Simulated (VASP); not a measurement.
Wanted: the native input for a VASP 6.6.1 run.

- Task: single point
- Functional: PBE
- Potentials or basis: VASP PAW PBE potentials, release 64 (Si)
- Cutoff: 520 eV
- k mesh: 12 × 12 × 11
- Occupations: gaussian, width 0.028 eV
- Spin: no spin polarisation
- Further INCAR settings: ALGO = Normal; EDIFF = 1e-06

The structure of Si lies in POSCAR:

```
Si
1.0
    2.6205428149      0.0000000000      0.0000000000
   -1.3102714075      2.2694566494      0.0000000000
    0.0000000000      0.0000000000      2.4663543900
Si
1
Direct
    0.0000000000      0.0000000000      0.0000000000
```

This isn't the form of Si at room conditions, which is diamond.

These files were run (other wordings do the same):

INCAR

```
SYSTEM = Si
PREC = Accurate
ENCUT = 520
EDIFF = 1E-6
ISMEAR = 0
SIGMA = 0.028000000000000004
LREAL = .False.
LASPH = .True.
NELM = 60
ALGO = Normal
ISIF = 2
LWAVE = .False.
LCHARG = .False.
GGA = PE
```

KPOINTS

```
Automatic mesh
0
Gamma
  12 12 11
  0 0 0
```

Potentials or basis: VASP PAW PBE potentials, release 64 (Si).

Launch:

```sh
$ cat potpaw_PBE.64/Si/POTCAR > POTCAR
$ mpirun -np 1 vasp_std > vasp.out
```

Results of the run:

```json
{
 "Pressure": "3.0 GPa",
 "Band gap on the k mesh": "none (metal or under the smearing width)"
}
```

Wall time 5.7 s on 1 thread of Intel(R) Xeon(R) Platinum 8259CL CPU @ 2.50GHz (Skylake/Cascade Lake), on a shared host, peak memory 0.12 GiB.
